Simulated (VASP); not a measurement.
A run of VASP 6.6.1:

The input INCAR:

```
SYSTEM = Tb
PREC = Accurate
ENCUT = 520
EDIFF = 1E-7
ISMEAR = -1
SIGMA = 0.05
LREAL = .FALSE.
LASPH = .TRUE.
NELM = 120
ALGO = Normal
ISIF = 2
LWAVE = .FALSE.
LCHARG = .FALSE.
ISPIN = 2
MAGMOM = 6
LORBIT = 11
LMAXMIX = 6
GGA = PE
NBANDS = 20
```

Contents of KPOINTS:

```
Automatic mesh
0
G
  9 9 9
  0 0 0
```

The input POSCAR:

```
Tb
1.0
    0.0000000000      2.5199650902      2.5199650902
    2.5199650902      0.0000000000      2.5199650902
    2.5199650902      2.5199650902      0.0000000000
Tb
1
Direct
    0.0000000000      0.0000000000      0.0000000000
```

Potentials or basis: VASP PAW PBE potentials, release 64 (Tb).

The run is started by

```console
$ cat potpaw_PBE.64/Tb/POTCAR > POTCAR
$ mpirun -np 1 vasp_std > vasp.out
```

Hardware: 1 thread of Intel(R) Xeon(R) Platinum 8488C (Sapphire Rapids) (shared host).

Question: Estimate the wall time of this run.

Answer: Wall time 120 s on 1 thread of Intel(R) Xeon(R) Platinum 8488C (Sapphire Rapids), with other jobs on the host, peak memory 0.19 GiB. Counts: scf iterations 35, k points 35.
